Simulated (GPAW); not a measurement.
**Ta: single point with RPBE**

Ta:

```xyz
2
Lattice="2.9004 0.0000 0.0000 -1.4502 2.5118 0.0000 0.0000 0.0000 5.1663" Properties=species:S:1:pos:R:3 pbc="T T T"
Ta    0.0000    1.6745    1.2916
Ta    1.4502    0.8373    3.8747
```

This isn't the form of Ta at room conditions, which is bcc.

- Program: GPAW 26.7.0
- Task: single point
- Functional: RPBE
- Potentials or basis: the program's PAW data sets (release 1.2.1) made for this functional
- Cutoff: 600 eV
- Basis: pw
- k mesh: 11 × 11 × 5
- Occupations: gaussian, width 0.02 eV
- Spin: no spin polarisation

```
Pressure               : 2.6 GPa
Band gap on the k mesh : none (metal or under the smearing width)
```

Stress tensor (GPa, compression positive):
```
2.33 0.00 0.00
0.00 2.33 0.00
0.00 0.00 3.02
```

Levels at points of the mesh, in eV from the Fermi level:
```
           k point  band 9  band 10  band 11  band 12  band 13  band 14  band 15  band 16  band 17  band 18
(0.00, 0.00, 0.00)   -8.18    -4.90    -0.59    -0.23     0.57     0.57     1.13     1.13     2.93     2.93
```

Wall time 32 s on 1 thread of Intel(R) Xeon(R) Platinum 8488C (Sapphire Rapids), on a shared host, peak memory 0.19 GiB.

Spin-orbit coupling is left out, which matters for the levels of Ta.
